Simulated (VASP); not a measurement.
# HfS2 (P-3m1) in VASP: settings compared

The runs below take HfS2 through relaxation of cell and atoms, with PBE+D3(BJ), PBEsol.

Everything below comes from runs of VASP 6.6.1. Logs are shortened: lines on timing, memory, paths and dates and some standing lists are left out, and cuts for length are marked.

### 1 The structure

The structure is trigonal, space group P-3m1 (No. 164). The conventional cell has a = 3.640 Å, b = 3.640 Å, c = 6.056 Å, α = 90.00°, β = 90.00°, γ = 120.00°. Hf (site symmetry -3m) has 6 S at 2.54 Å as nearest neighbours. Around S (site symmetry 3m) lie 3 Hf at 2.54 Å.

The cell is a database's computed one.

### 2 Relaxation of cell and atoms, PBE+D3(BJ)

Input file INCAR:

```
PREC = Accurate ; ENCUT = 600
EDIFF = 1E-6 ; ISMEAR = 0
SIGMA = 0.03 ; LREAL = False
LASPH = True ; NELM = 80
ALGO = Normal ; ISIF = 3
LWAVE = False ; LCHARG = False
GGA = PE ; IVDW = 12
IBRION = 2 ; NSW = 90
EDIFFG = -0.01 ; KPAR = 2
```

Input file KPOINTS:

```
regular mesh
0
Gamma
  9 9 5
```

Input file POSCAR:

```
HfS2
1.0
    3.6396641800      0.0000000000      0.0000000000
   -1.8198320900      3.1520416411      0.0000000000
    0.0000000000      0.0000000000      6.0555624700
Hf S
1 2
Direct
    0.0000000000      0.0000000000      0.0000000000
    0.6666666700      0.3333333300      0.7639520500
    0.3333333300      0.6666666700      0.2360479500
```

Potentials or basis: VASP PAW PBE potentials, release 64 (Hf_pv, S).

On the command line:

```sh
$ cat potpaw_PBE.64/Hf_pv/POTCAR potpaw_PBE.64/S/POTCAR > POTCAR
$ mpirun -np 2 vasp_std > vasp.out
```

OUTCAR:

```text
PREC = Accurate
   ENCUT = 600
   EDIFF = 1E-6
   ISMEAR = 0
   LREAL = False
   LASPH = True
   NELM = 80
   ISIF = 3
   GGA = PE
   IVDW = 12
   IBRION = 2
   NSW = 90
   EDIFFG = -0.01
 IVDW          = 12

 ion  position               nearest neighbor table
   1  0.000  0.000  0.000-   2 2.54   3 2.54   3 2.54   2 2.54   2 2.54   3 2.54
   2  0.667  0.333  0.764-   1 2.54   1 2.54   1 2.54
   3  0.333  0.667  0.236-   1 2.54   1 2.54   1 2.54

  LATTYP: Found a hexagonal cell.
 ALAT       =     3.6396641800
 C/A-ratio  =     1.6637695596

  Lattice vectors:

 A1 = (   3.6396641800,   0.0000000000,   0.0000000000)
 A2 = (  -1.8198320900,   3.1520416411,   0.0000000000)
 A3 = (   0.0000000000,   0.0000000000,   6.0555624700)

Analysis of symmetry for initial positions (statically):
=====================================================================
 Subroutine PRICEL returns:
 Original cell was already a primitive cell.

 Routine SETGRP: Setting up the symmetry group for a
 hexagonal supercell.

 Subroutine GETGRP returns: Found 12 space group operations
 (whereof 12 operations were pure point group operations)
 out of a pool of 24 trial point group operations.

The static configuration has the point symmetry D_3d.

Analysis of symmetry for dynamics (positions and initial velocities):
=====================================================================
 Subroutine PRICEL returns:
 Original cell was already a primitive cell.

 Routine SETGRP: Setting up the symmetry group for a
 hexagonal supercell.

 Subroutine GETGRP returns: Found 12 space group operations
 (whereof 12 operations were pure point group operations)
 out of a pool of 24 trial point group operations.

The dynamic configuration has the point symmetry D_3d.

 Subroutine INISYM returns: Found 12 space group operations
 (whereof 12 operations are pure point group operations),
 and found     1 'primitive' translations

----------------------------------------------------------------------------------------

                                     Primitive cell

  volume of cell :      69.4717

  direct lattice vectors                    reciprocal lattice vectors
     3.639664180  0.000000000  0.000000000     0.274750623  0.158627346  0.000000000
    -1.819832090  3.152041641  0.000000000     0.000000000  0.317254692  0.000000000
     0.000000000  0.000000000  6.055562470     0.000000000  0.000000000  0.165137426

  length of vectors
     3.639664180  3.639664180  6.055562470     0.317254692  0.317254692  0.165137426

  position of ions in fractional coordinates (direct lattice)
     0.000000000  0.000000000  0.000000000
     0.666666670  0.333333330  0.763952050
     0.333333330  0.666666670  0.236047950

  ion indices of the primitive-cell ions
   primitive index   ion index
                 1           1
                 2           2
                 3           3

----------------------------------------------------------------------------------------

 KPOINTS: regular mesh

Automatic generation of k-mesh.
 Grid dimensions read from file:
 generate k-points for:    9    9    5

 Generating k-lattice:

  Cartesian coordinates                     Fractional coordinates (reciprocal lattice)
     0.030527847  0.017625261  0.000000000     0.111111111  0.000000000  0.000000000
     0.000000000  0.035250521  0.000000000     0.000000000  0.111111111  0.000000000
     0.000000000  0.000000000  0.033027485     0.000000000  0.000000000  0.200000000

  Length of vectors
     0.035250521  0.035250521  0.033027485

  Shift w.r.t. Gamma in fractional coordinates (k-lattice)
     0.000000000  0.000000000  0.000000000

 Subroutine IBZKPT returns following result:
 ===========================================

 Found     50 irreducible k-points:

 Following reciprocal coordinates:
            Coordinates               Weight
  0.000000  0.000000  0.000000      1.000000
  0.111111  0.000000  0.000000      6.000000
  0.222222 -0.000000  0.000000      6.000000
  0.333333 -0.000000  0.000000      6.000000
  0.444444 -0.000000  0.000000      6.000000
  0.111111  0.111111  0.000000      6.000000
[... 16 lines left out ...]
  0.222222  0.111111  0.200000     12.000000
 -0.111111  0.333333  0.200000     12.000000
 [... further k-points ...]
   k-points           NKPTS =     50   k-points in BZ     NKDIM =     50   number of bands    NBANDS=     15
   number of dos      NEDOS =    301   number of ions     NIONS =      3
   total plane-waves  NPLWV =  43200
   dimension x,y,z NGX =    30 NGY =   30 NGZ =   48
   dimension x,y,z NGXF=    60 NGYF=   60 NGZF=   96
   ions per type =               1   2
   NGX,Y,Z   is equivalent  to a cutoff of  13.70, 13.70, 13.18 a.u.
   NGXF,Y,Z  is equivalent  to a cutoff of  27.41, 27.41, 26.36 a.u.
 SYSTEM =  unknown system
   PREC   = accura    normal or accurate (medium, high low for compatibility)
   ISTART =      0    job   : 0-new  1-cont  2-samecut
   ICHARG =      2    charge: 1-file 2-atom 10-const
   ISPIN  =      1    spin polarized calculation?
   LNONCOLLINEAR =      F non collinear calculations
   LSORBIT =      F    spin-orbit coupling
   LASPH  =      T    aspherical Exc in radial PAW
   ENCUT  =  600.0 eV  44.10 Ry    6.64 a.u.   7.27  7.27 12.09*2*pi/ulx,y,z
   NELM   =     80;   NELMIN=  2; NELMDL= -5     # of ELM steps
   EDIFF  = 0.1E-05   stopping-criterion for ELM
   LREAL  =      F    real-space projection
   EDIFFG = -.1E-01   stopping-criterion for IOM
   NSW    =     90    number of steps for IOM
   IBRION =      2    ionic relax: 0-MD 1-quasi-New 2-CG
   NFREE  =      1    steps in history (QN), initial steepest desc. (CG)
   ISIF   =      3    stress and relaxation
   ISYM   =      2    0-nonsym 1-usesym 2-fastsym
   POTIM  = 0.5000    time-step for ionic-motion
   TEBEG  =    0.0;   TEEND  =   0.0 temperature during run
   PSTRESS=    0.0 pullay stress
   NELECT =      22.0000    total number of electrons
   NUPDOWN=      -1.0000    fix difference up-down
   EMIN   =  10.00;   EMAX   =-10.00  energy-range for DOS
   EFERMI =   0.00;   METHOD = LEGACY
   ISMEAR =     0;   SIGMA  =   0.03  broadening in eV -4-tet -1-fermi 0-gaus
   EFERMI_NEDOS =   21; number of points for ismear=-14 and -15
   IALGO  =     38    algorithm
   IMIX   =      4    mixing-type and parameters
     AMIX     =   0.40;   BMIX     =  1.00
     AMIX_MAG =   1.60;   BMIX_MAG =  1.00
  volume/ion in A,a.u.               =      23.16       156.27
  Fermi-wavevector in a.u.,A,eV,Ry     =   1.115869  2.108686 16.941474  1.245163
  Thomas-Fermi vector in A             =   2.252478
   LORBIT       =      0    0 simple, 1 ext, 2 COOP (PROOUT), +10 PAW based schemes
   GGA     = PE    functional components
   LHFCALC =     F    Hartree Fock is set to
   AEXX    =    0.0000 exact exchange contribution
   IVDW    =    12    specifies the selected vdW correction
   LEPSILON=     F    determine dielectric tensor
   LRPA    =     F    only Hartree local field effects (RPA)
 conjugate gradient relaxation of ions
 non-spin polarized calculation
 Gauss-broadening in eV      SIGMA  =   0.03
  energy-cutoff  :      600.00
  volume of cell :       69.47
 maximum number of plane-waves:      2346
 NGX is ok and might be reduce to    30
   NGX = 15   NGY = 15   NGZ = 25

--------------------------------------- Ionic step        1  -------------------------------------------

 number of electron      22.0000001 magnetization

 Free energy of the ion-electron system (eV)
  ---------------------------------------------------
  ext. energy  EPLUGINS =         0.00000000
  ---------------------------------------------------
  free energy    TOTEN  =       -22.91120183 eV

  energy without entropy =      -22.91120183  energy(sigma->0) =      -22.91120183

------------------------ aborting loop because EDIFF is reached ----------------------------------------

 Edisp (eV)   -0.94690

 E8    (eV) :    -0.4072

  FORCE on cell =-STRESS in cart. coord.  units (eV):
  Direction    XX          YY          ZZ          XY          YZ          ZX
  --------------------------------------------------------------------------------------
  -------------------------------------------------------------------------------------
  Total      -0.58951    -0.58951    -0.18520     0.00000     0.00000     0.00000
  in kB     -13.59541   -13.59541    -4.27116     0.00000     0.00000     0.00000
  external pressure =      -10.49 kB  Pullay stress =        0.00 kB
[... 100 lines left out ...]
  FREE ENERGIE OF THE ION-ELECTRON SYSTEM (eV)
  ---------------------------------------------------
  free  energy   TOTEN  =       -23.8645111380 eV

  energy  without entropy=      -23.8645111380  energy(sigma->0) =      -23.86451114

 E-fermi :   3.2462     XC(G=0):  -9.5448

 val. band max:        3.0935860991   @ k =   0.0000   0.0000   0.0000
 cond. band min:       4.1988892578   @ k =   0.0000   0.4444   0.4000
 fundamental gap:      1.1053031586
 Fermi energy:         3.2462248180

 k-point     1 :       0.0000    0.0000    0.0000
  band No.  band energies     occupation
      1     -27.5434      2.00000
      2     -27.4248      2.00000
      3     -27.4248      2.00000
      4      -9.9800      2.00000
      5      -8.3115      2.00000
      6      -1.6062      2.00000
      7       0.3973      2.00000
      8       0.3973      2.00000
      9       2.9861      2.00000
     10       3.0936      2.00000
     11       3.0936      2.00000
     12       5.1502      0.00000
     13       5.1502      0.00000
     14       5.7138      0.00000
     15       8.7232      0.00000
[... 397 lines left out ...]
 k-point    24 :      -0.1111    0.3333    0.2000
  band No.  band energies     occupation
      1     -27.5540      2.00000
      2     -27.5165      2.00000
      3     -27.4631      2.00000
      4      -9.0853      2.00000
      5      -8.4349      2.00000
      6      -0.8200      2.00000
      7      -0.2053      2.00000
      8       0.2721      2.00000
      9       0.7231      2.00000
     10       1.6793      2.00000
     11       2.5644      2.00000
     12       5.0020      0.00000
     13       6.2342      0.00000
     14       7.2550      0.00000
     15       8.1744      0.00000

 [... further k-points ...]

[... ionic steps 4 to 10 ...]

--------------------------------------- Ionic step       11  -------------------------------------------

 number of electron      22.0000000 magnetization

------------------------ aborting loop because EDIFF is reached ----------------------------------------

 Edisp (eV)   -1.02125

 E8    (eV) :    -0.4406
[... 71 lines left out ...]
  energy  without entropy=      -23.8877372222  energy(sigma->0) =      -23.88773722

--------------------------------------- Ionic step       13  -------------------------------------------

 number of electron      22.0000001 magnetization

 Free energy of the ion-electron system (eV)
  ---------------------------------------------------
  ext. energy  EPLUGINS =         0.00000000
  ---------------------------------------------------
  free energy    TOTEN  =       -22.86051151 eV

  energy without entropy =      -22.86051151  energy(sigma->0) =      -22.86051151

 E-fermi :   3.9499     XC(G=0):  -9.8520

 val. band max:        3.7409452421   @ k =   0.0000   0.0000   0.0000
 cond. band min:       4.6481592363   @ k =   0.0000   0.4444   0.4000
 fundamental gap:      0.9072139942
 Fermi energy:         3.9499244545

 k-point     1 :       0.0000    0.0000    0.0000
  band No.  band energies     occupation
      1     -27.0702      2.00000
      2     -26.9523      2.00000
      3     -26.9523      2.00000
      4      -9.5873      2.00000
      5      -7.7684      2.00000
      6      -1.3312      2.00000
      7       0.8723      2.00000
      8       0.8723      2.00000
      9       3.5884      2.00000
     10       3.5884      2.00000
     11       3.7409      2.00000
     12       5.6357      0.00000
     13       5.6357      0.00000
     14       6.1761      0.00000
     15       8.9698      0.00000
[... 397 lines left out ...]
 k-point    24 :      -0.1111    0.3333    0.2000
  band No.  band energies     occupation
      1     -27.0818      2.00000
      2     -27.0433      2.00000
      3     -26.9907      2.00000
      4      -8.6717      2.00000
      5      -7.9375      2.00000
      6      -0.4743      2.00000
      7       0.2332      2.00000
      8       0.7938      2.00000
      9       1.1587      2.00000
     10       2.1856      2.00000
     11       3.0790      2.00000
     12       5.4526      0.00000
     13       6.7209      0.00000
     14       7.7293      0.00000
     15       8.6395      0.00000

 [... further k-points ...]

------------------------ aborting loop because EDIFF is reached ----------------------------------------

 Edisp (eV)   -1.02735

 E8    (eV) :    -0.4433

  FORCE on cell =-STRESS in cart. coord.  units (eV):
  Direction    XX          YY          ZZ          XY          YZ          ZX
  --------------------------------------------------------------------------------------
  -------------------------------------------------------------------------------------
  Total       0.02627     0.02627    -0.02560     0.00000     0.00000     0.00000
  in kB       0.65096     0.65096    -0.63456     0.00000     0.00000     0.00000
  external pressure =        0.22 kB  Pullay stress =        0.00 kB
[... 18 lines left out ...]
  FREE ENERGIE OF THE ION-ELECTRON SYSTEM (eV)
  ---------------------------------------------------
  free  energy   TOTEN  =       -23.8878659491 eV

  energy  without entropy=      -23.8878659491  energy(sigma->0) =      -23.88786595

 reached required accuracy - stopping structural energy minimisation
```

It took 3.3 min on 2 MPI ranks of Intel Xeon Platinum 8375C at 2.90GHz (Ice Lake), shared host; peak memory 0.26 GiB.

What came out:

| Property | Result |
| --- | --- |
| Free energy | -23.8879 eV |
| Relaxed volume | 21.55 Å³/atom |
| Relaxed cell | a = 3.597 Å, b = 3.597 Å, c = 5.770 Å, α = 90.00°, β = 90.00°, γ = 120.00° |
| Space group after relaxing (to 0.05 Å) | P-3m1 (No. 164) |
| Energy gained by relaxing | 9.9 meV/atom |
| Ionic steps | 13 |
| Pressure after relaxing | 0.0 GPa |
| Band gap on the k mesh | 0.91 eV, indirect (least direct gap 1.85 eV) |
| Dispersion energy per atom | -0.342 eV |

Step by step:
```
step  energy change (eV)  largest force (eV/Å)  pressure (GPa)  volume (Å³)
   1              0.0000                0.1620           -1.05        69.47
   2             -0.0063                0.3158            0.69        67.96
   3             -0.0064                0.2992            0.54        68.12
   4             -0.0120                0.1578            0.15        67.80
   5             -0.0134                0.0495           -0.13        67.56
   6             -0.0167                0.0398           -0.23        67.30
   7             -0.0244                0.0082           -0.52        66.52
   8             -0.0259                0.0638           -0.91        64.92
   9             -0.0279                0.0192           -0.73        65.70
  10             -0.0287                0.1172            0.54        64.57
  11             -0.0292                0.0652            0.06        64.99
  12             -0.0296                0.0379            0.03        64.84
  13             -0.0298                0.0014            0.02        64.65
```

Final structure:
```xyz
3
Lattice="3.5968 0.0000 0.0000 -1.7984 3.1150 0.0000 0.0000 0.0000 5.7700" Properties=species:S:1:pos:R:3 pbc="T T T"
Hf    0.0000    0.0000    0.0000
S     1.7984    1.0383    4.3151
S     0.0000    2.0766    1.4549
```

Levels at points of the mesh, in eV from the valence-band top:
```csv
k point,band 7,band 8,band 9,band 10,band 11,band 12,band 13,band 14,band 15
"(0.00, 0.00, 0.00)",-2.87,-2.87,-0.15,-0.15,0.00,1.89,1.89,2.44,5.23
```

Caveat: spin-orbit coupling is left out, which moves the levels of the heavy elements; an odd mesh through Γ misses points on the zone boundary, where band edges often lie.

(Continued in part 2 of 2.)
